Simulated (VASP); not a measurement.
# Pd (Fm-3m) in VASP: a series of runs

Runs on Pd. Level: PBEsol. Tasks: relaxation of cell and atoms.

All numbers are computed with VASP 6.6.1; they aren't measurements. Logs are shortened: lines on timing, memory, paths and dates and some standing lists are left out, and cuts for length are marked.

### 1 Starting point

The structure is cubic, space group Fm-3m (No. 225). The conventional cell has a = 3.893 Å, b = 3.893 Å, c = 3.893 Å, α = 90.00°, β = 90.00°, γ = 90.00°. Around Pd (site symmetry m-3m) lie 12 Pd at 2.75 Å.

### 2 Relaxation of cell and atoms, PBEsol

The input, INCAR:

```
PREC     = Accurate       # precision mode
ENCUT    = 600            # plane-wave cutoff, eV
EDIFF    = 1E-6           # SCF threshold, eV
ISMEAR   = 1              # smearing method
SIGMA    = 0.1            # smearing width, eV
LREAL    = False          # projectors in reciprocal space
LASPH    = True           # aspherical terms in the spheres
NELM     = 80             # most SCF steps
ALGO     = Normal         # electronic algorithm
ISIF     = 3              # what is computed and relaxed
LWAVE    = False          # write WAVECAR
LCHARG   = False          # write CHGCAR
GGA      = PS             # functional
IBRION   = 2              # ionic algorithm
NSW      = 90             # ionic steps
EDIFFG   = -0.01          # ionic threshold
```

The input, KPOINTS:

```
regular mesh
0
Gamma
  16 16 16
```

The input, POSCAR:

```
Pd
1.0
    0.0000000000      1.9465000000      1.9465000000
    1.9465000000      0.0000000000      1.9465000000
    1.9465000000      1.9465000000      0.0000000000
Pd
1
Direct
    0.0000000000      0.0000000000      0.0000000000
```

Potentials or basis: VASP PAW PBE potentials, release 64 (Pd).

Started as:

```console
$ cat potpaw_PBE.64/Pd/POTCAR > POTCAR
$ mpirun -np 1 vasp_std > vasp.out
```

OUTCAR:

```text
PREC = Accurate
   ENCUT = 600
   EDIFF = 1E-6
   ISMEAR = 1
   LREAL = False
   LASPH = True
   NELM = 80
   ISIF = 3
   GGA = PS
   IBRION = 2
   NSW = 90
   EDIFFG = -0.01

 ion  position               nearest neighbor table
   1  0.000  0.000  0.000-

  LATTYP: Found a face centered cubic cell.
 ALAT       =     3.8930000000

  Lattice vectors:

 A1 = (   0.0000000000,   1.9465000000,   1.9465000000)
 A2 = (   1.9465000000,   0.0000000000,   1.9465000000)
 A3 = (   1.9465000000,   1.9465000000,   0.0000000000)

Analysis of symmetry for initial positions (statically):
=====================================================================
 Subroutine PRICEL returns:
 Original cell was already a primitive cell.

 Routine SETGRP: Setting up the symmetry group for a
 face centered cubic supercell.

 Subroutine GETGRP returns: Found 48 space group operations
 (whereof 48 operations were pure point group operations)
 out of a pool of 48 trial point group operations.

The static configuration has the point symmetry O_h .

Analysis of symmetry for dynamics (positions and initial velocities):
=====================================================================
 Subroutine PRICEL returns:
 Original cell was already a primitive cell.

 Routine SETGRP: Setting up the symmetry group for a
 face centered cubic supercell.

 Subroutine GETGRP returns: Found 48 space group operations
 (whereof 48 operations were pure point group operations)
 out of a pool of 48 trial point group operations.

The dynamic configuration has the point symmetry O_h .

 Subroutine INISYM returns: Found 48 space group operations
 (whereof 48 operations are pure point group operations),
 and found     1 'primitive' translations

----------------------------------------------------------------------------------------

                                     Primitive cell

  volume of cell :      14.7500

  direct lattice vectors                    reciprocal lattice vectors
     0.000000000  1.946500000  1.946500000    -0.256871307  0.256871307  0.256871307
     1.946500000  0.000000000  1.946500000     0.256871307 -0.256871307  0.256871307
     1.946500000  1.946500000  0.000000000     0.256871307  0.256871307 -0.256871307

  length of vectors
     2.752766699  2.752766699  2.752766699     0.444914156  0.444914156  0.444914156

  position of ions in fractional coordinates (direct lattice)
     0.000000000  0.000000000  0.000000000

  ion indices of the primitive-cell ions
   primitive index   ion index
                 1           1

----------------------------------------------------------------------------------------

 KPOINTS: regular mesh

Automatic generation of k-mesh.
 Grid dimensions read from file:
 generate k-points for:   16   16   16

 Generating k-lattice:

  Cartesian coordinates                     Fractional coordinates (reciprocal lattice)
    -0.016054457  0.016054457  0.016054457     0.062500000  0.000000000  0.000000000
     0.016054457 -0.016054457  0.016054457     0.000000000  0.062500000  0.000000000
     0.016054457  0.016054457 -0.016054457     0.000000000  0.000000000  0.062500000

  Length of vectors
     0.027807135  0.027807135  0.027807135

  Shift w.r.t. Gamma in fractional coordinates (k-lattice)
     0.000000000  0.000000000  0.000000000

 Subroutine IBZKPT returns following result:
 ===========================================

 Found    145 irreducible k-points:

 Following reciprocal coordinates:
            Coordinates               Weight
  0.000000  0.000000  0.000000      1.000000
  0.062500  0.000000  0.000000      8.000000
  0.125000  0.000000  0.000000      8.000000
  0.187500  0.000000  0.000000      8.000000
  0.250000  0.000000  0.000000      8.000000
  0.312500  0.000000  0.000000      8.000000
[... 16 lines left out ...]
 -0.125000  0.062500  0.000000     24.000000
 -0.062500  0.062500  0.000000     12.000000
 [... further k-points ...]
   k-points           NKPTS =    145   k-points in BZ     NKDIM =    145   number of bands    NBANDS=      9
   number of dos      NEDOS =    301   number of ions     NIONS =      1
   total plane-waves  NPLWV =  13824
   dimension x,y,z NGX =    24 NGY =   24 NGZ =   24
   dimension x,y,z NGXF=    48 NGYF=   48 NGZF=   48
   ions per type =               1
   NGX,Y,Z   is equivalent  to a cutoff of  14.49, 14.49, 14.49 a.u.
   NGXF,Y,Z  is equivalent  to a cutoff of  28.99, 28.99, 28.99 a.u.
 SYSTEM =  unknown system
   PREC   = accura    normal or accurate (medium, high low for compatibility)
   ISTART =      0    job   : 0-new  1-cont  2-samecut
   ICHARG =      2    charge: 1-file 2-atom 10-const
   ISPIN  =      1    spin polarized calculation?
   LNONCOLLINEAR =      F non collinear calculations
   LSORBIT =      F    spin-orbit coupling
   LASPH  =      T    aspherical Exc in radial PAW
   ENCUT  =  600.0 eV  44.10 Ry    6.64 a.u.   5.50  5.50  5.50*2*pi/ulx,y,z
   NELM   =     80;   NELMIN=  2; NELMDL= -5     # of ELM steps
   EDIFF  = 0.1E-05   stopping-criterion for ELM
   LREAL  =      F    real-space projection
   EDIFFG = -.1E-01   stopping-criterion for IOM
   NSW    =     90    number of steps for IOM
   IBRION =      2    ionic relax: 0-MD 1-quasi-New 2-CG
   NFREE  =      1    steps in history (QN), initial steepest desc. (CG)
   ISIF   =      3    stress and relaxation
   ISYM   =      2    0-nonsym 1-usesym 2-fastsym
   POTIM  = 0.5000    time-step for ionic-motion
   TEBEG  =    0.0;   TEEND  =   0.0 temperature during run
   PSTRESS=    0.0 pullay stress
   NELECT =      10.0000    total number of electrons
   NUPDOWN=      -1.0000    fix difference up-down
   EMIN   =  10.00;   EMAX   =-10.00  energy-range for DOS
   EFERMI =   0.00;   METHOD = LEGACY
   ISMEAR =     1;   SIGMA  =   0.10  broadening in eV -4-tet -1-fermi 0-gaus
   EFERMI_NEDOS =   21; number of points for ismear=-14 and -15
   IALGO  =     38    algorithm
   IMIX   =      4    mixing-type and parameters
     AMIX     =   0.40;   BMIX     =  1.00
     AMIX_MAG =   1.60;   BMIX_MAG =  1.00
  volume/ion in A,a.u.               =      14.75        99.54
  Fermi-wavevector in a.u.,A,eV,Ry     =   1.438171  2.717748 28.141404  2.068335
  Thomas-Fermi vector in A             =   2.557167
   LORBIT       =      0    0 simple, 1 ext, 2 COOP (PROOUT), +10 PAW based schemes
   GGA     = PS    functional components
   LHFCALC =     F    Hartree Fock is set to
   AEXX    =    0.0000 exact exchange contribution
   IVDW    =     0    specifies the selected vdW correction
   LEPSILON=     F    determine dielectric tensor
   LRPA    =     F    only Hartree local field effects (RPA)
 conjugate gradient relaxation of ions
 non-spin polarized calculation
 Methfessel and Paxton  Order N= 1 SIGMA  =   0.10
  energy-cutoff  :      600.00
  volume of cell :       14.75
 maximum number of plane-waves:       531
 NGX is ok and might be reduce to    24
   NGX = 11   NGY = 11   NGZ = 11

--------------------------------------- Ionic step        1  -------------------------------------------

 number of electron      10.0000000 magnetization

 number of electron       9.9999999 magnetization

 Free energy of the ion-electron system (eV)
  ---------------------------------------------------
  ext. energy  EPLUGINS =         0.00000000
  ---------------------------------------------------
  free energy    TOTEN  =        -5.95802360 eV

  energy without entropy =       -5.95801445  energy(sigma->0) =       -5.95802055

------------------------ aborting loop because EDIFF is reached ----------------------------------------

  FORCE on cell =-STRESS in cart. coord.  units (eV):
  Direction    XX          YY          ZZ          XY          YZ          ZX
  --------------------------------------------------------------------------------------
  -------------------------------------------------------------------------------------
  Total       -0.2750725     -0.2750725     -0.2750725     -0.0000000      0.0000000      0.0000000
  in kB      -29.8788997    -29.8788997    -29.8788997     -0.0000000      0.0000000      0.0000000
  external PRESSURE =     -29.8788997 kB  Pullay stress =       0.0000000 kB

 VOLUME and BASIS-vectors are now :
 -----------------------------------------------------------------------------
  energy-cutoff  :      600.00
  volume of cell :       14.75
      direct lattice vectors                 reciprocal lattice vectors
     0.000000000  1.946500000  1.946500000    -0.256871307  0.256871307  0.256871307
     1.946500000  0.000000000  1.946500000     0.256871307 -0.256871307  0.256871307
     1.946500000  1.946500000  0.000000000     0.256871307  0.256871307 -0.256871307

 POSITION                                       TOTAL-FORCE (eV/Angst)
 -----------------------------------------------------------------------------------
      0.00000      0.00000      0.00000         0.000000      0.000000     -0.000000
 -----------------------------------------------------------------------------------
    total drift:                               -0.000000      0.000000     -0.000000

  FREE ENERGIE OF THE ION-ELECTRON SYSTEM (eV)
  ---------------------------------------------------
  free  energy   TOTEN  =        -5.9580235999 eV

  energy  without entropy=       -5.9580144486  energy(sigma->0) =       -5.95802055

--------------------------------------- Ionic step        2  -------------------------------------------

 number of electron      10.0000002 magnetization

 E-fermi :  10.3417     XC(G=0): -13.6286

 val. band max:       10.3400835871   @ k =   0.5000   0.1250   0.0000
 cond. band min:      10.3474212622   @ k =   0.5000   0.3750   0.0625
 fundamental gap:      0.0073376751
 Fermi energy:        10.3416718803

 k-point     1 :       0.0000    0.0000    0.0000
  band No.  band energies     occupation
      1       2.7566      2.00000
      2       7.2813      2.00000
      3       7.2813      2.00000
      4       7.2813      2.00000
      5       9.0245      2.00000
      6       9.0245      2.00000
      7      27.4510      0.00000
      8      32.4514      0.00000
      9      32.4514      0.00000

 k-point     2 :       0.0625    0.0000    0.0000
  band No.  band energies     occupation
      1       2.9039      2.00000
      2       7.2262      2.00000
      3       7.3339      2.00000
      4       7.3339      2.00000
      5       8.9984      2.00000
      6       8.9984      2.00000
      7      27.6204      0.00000
      8      31.5167      0.00000
      9      32.6318      0.00000
[... 286 lines left out ...]
 POSITION                                       TOTAL-FORCE (eV/Angst)
 -----------------------------------------------------------------------------------
      1.92067      1.92067      3.84134        -0.000000     -0.000000      0.000000
 -----------------------------------------------------------------------------------
    total drift:                               -0.000000     -0.000000     -0.000000

  FREE ENERGIE OF THE ION-ELECTRON SYSTEM (eV)
  ---------------------------------------------------
  free  energy   TOTEN  =        -5.9541583466 eV

  energy  without entropy=       -5.9542797899  energy(sigma->0) =       -5.95419883

--------------------------------------- Ionic step        3  -------------------------------------------

 number of electron      10.0000000 magnetization

 Free energy of the ion-electron system (eV)
  ---------------------------------------------------
  ext. energy  EPLUGINS =         0.00000000
  ---------------------------------------------------
  free energy    TOTEN  =        -5.96013115 eV

  energy without entropy =       -5.96017418  energy(sigma->0) =       -5.96014549

 E-fermi :   9.9002     XC(G=0): -13.4720

 val. band max:        9.8979224510   @ k =   0.5000   0.1250   0.0000
 cond. band min:       9.9054991674   @ k =   0.5000   0.3750   0.0625
 fundamental gap:      0.0075767164
 Fermi energy:         9.9002227285

 k-point     1 :       0.0000    0.0000    0.0000
  band No.  band energies     occupation
      1       2.5192      2.00000
      2       6.9628      2.00000
      3       6.9628      2.00000
      4       6.9628      2.00000
      5       8.6365      2.00000
      6       8.6365      2.00000
      7      27.0099      0.00000
      8      31.8658      0.00000
      9      31.8658      0.00000

 k-point     2 :       0.0625    0.0000    0.0000
  band No.  band energies     occupation
      1       2.6632      2.00000
      2       6.9102      2.00000
      3       7.0135      2.00000
      4       7.0135      2.00000
      5       8.6117      2.00000
      6       8.6117      2.00000
      7      27.1680      0.00000
      8      30.9322      0.00000
      9      32.0357      0.00000
[... 286 lines left out ...]
 POSITION                                       TOTAL-FORCE (eV/Angst)
 -----------------------------------------------------------------------------------
      0.00000      0.00000      0.00000         0.000000      0.000000      0.000000
 -----------------------------------------------------------------------------------
    total drift:                               -0.000000      0.000000     -0.000000

  FREE ENERGIE OF THE ION-ELECTRON SYSTEM (eV)
  ---------------------------------------------------
  free  energy   TOTEN  =        -5.9601311469 eV

  energy  without entropy=       -5.9601741777  energy(sigma->0) =       -5.96014549

 reached required accuracy - stopping structural energy minimisation
```

It took 14 s on 1 thread of Intel Xeon 6975P-C (Granite Rapids), shared host; peak memory 0.16 GiB.

Results:

| Item | Value |
| --- | --- |
| Free energy | -5.9601 eV |
| Relaxed volume | 14.53 Å³/atom |
| Relaxed cell | a = 2.739 Å, b = 2.739 Å, c = 2.739 Å, α = 60.00°, β = 60.00°, γ = 60.00° |
| Space group after relaxing (to 0.05 Å) | Fm-3m (No. 225) |
| Energy gained by relaxing | 2.1 meV/atom |
| Ionic steps | 3 |
| Pressure after relaxing | 0.0 GPa |
| Band gap on the k mesh | none (metal or under the smearing width) |

The path:
| step | energy change (eV) | largest force (eV/Å) | pressure (GPa) | volume (Å³) |
| --- | --- | --- | --- | --- |
| 1 | 0.0000 | 0.0000 | -2.99 | 14.75 |
| 2 | 0.0039 | 0.0000 | 5.51 | 14.17 |
| 3 | -0.0021 | 0.0000 | -0.01 | 14.53 |

Final structure:
```
Pd
1.0
     0.00000    1.93675    1.93675
     1.93675    0.00000    1.93675
     1.93675    1.93675    0.00000
Pd
1
Direct
  0.00000 0.00000 0.00000
```

Levels at points of the mesh, in eV from the Fermi level:
```
           k point  band 2  band 3  band 4  band 5  band 6  band 7  band 8  band 9
(0.00, 0.00, 0.00)   -2.94   -2.94   -2.94   -1.26   -1.26   17.11   21.97   21.97
(0.50, 0.00, 0.00)   -2.98   -2.98   -0.03   -0.03    0.86    7.37   16.47   21.14
(0.50, 0.50, 0.00)   -5.27   -0.05    0.29    0.29    3.23   10.85   13.17   13.17
```

Caveat: the PAW data sets were made with another functional, which shifts forces and pressure a little.

### 3 Relaxation of cell and atoms, PBEsol

This run uses another cell than the first one, of 14.53 Å³/atom, 0.985 times its volume.

Changes to INCAR since step 2:

```diff
@@ -2,3 +2,3 @@
 ENCUT    = 600            # plane-wave cutoff, eV
-EDIFF    = 1E-6           # SCF threshold, eV
+EDIFF    = 1E-7           # SCF threshold, eV
 ISMEAR   = 1              # smearing method
@@ -15,2 +15,2 @@
 NSW      = 90             # ionic steps
-EDIFFG   = -0.01          # ionic threshold
+EDIFFG   = -0.005         # ionic threshold
```

KPOINTS is that of step 2.

The input, POSCAR:

```
Pd                                      
1.0
    0.0000000000      1.9367489731      1.9367489731
    1.9367489731      0.0000000000      1.9367489731
    1.9367489731      1.9367489731      0.0000000000
  Pd            
     1
Direct
     0.0000000000000000    0.0000000000000000    0.0000000000000000
```

Potentials or basis: VASP PAW PBE potentials, release 64 (Pd).

Started as:

```console
$ cat potpaw_PBE.64/Pd/POTCAR > POTCAR
$ mpirun -np 1 vasp_std > vasp.out
```

Run time: 6.3 s. Hardware: 1 thread of Intel Xeon 6975P-C (Granite Rapids), shared host; peak memory 0.16 GiB.

It converged, with:

- Free energy: -5.9600 eV
- Pressure after relaxing: 0.0 GPa
- Band gap on the k mesh: none (metal or under the smearing width)

Final structure:
```yaml
crystal:
  lattice:
    - [0.00000, 1.93675, 1.93675]
    - [1.93675, 0.00000, 1.93675]
    - [1.93675, 1.93675, 0.00000]
  atoms:
    - { symbol: Pd, position: [0.00000, 0.00000, 0.00000] }
```

Levels at points of the mesh, in eV from the Fermi level:
| k point | band 2 | band 3 | band 4 | band 5 | band 6 | band 7 | band 8 | band 9 |
| --- | --- | --- | --- | --- | --- | --- | --- | --- |
| (0.00, 0.00, 0.00) | -2.94 | -2.94 | -2.94 | -1.26 | -1.26 | 17.11 | 21.97 | 21.97 |
| (0.50, 0.00, 0.00) | -2.98 | -2.98 | -0.03 | -0.03 | 0.86 | 7.37 | 16.47 | 21.14 |
| (0.50, 0.50, 0.00) | -5.27 | -0.05 | 0.29 | 0.29 | 3.23 | 10.85 | 13.17 | 13.17 |

Caveat: the relaxation stopped at its first step, so nothing moved; the PAW data sets were made with another functional, which shifts forces and pressure a little.
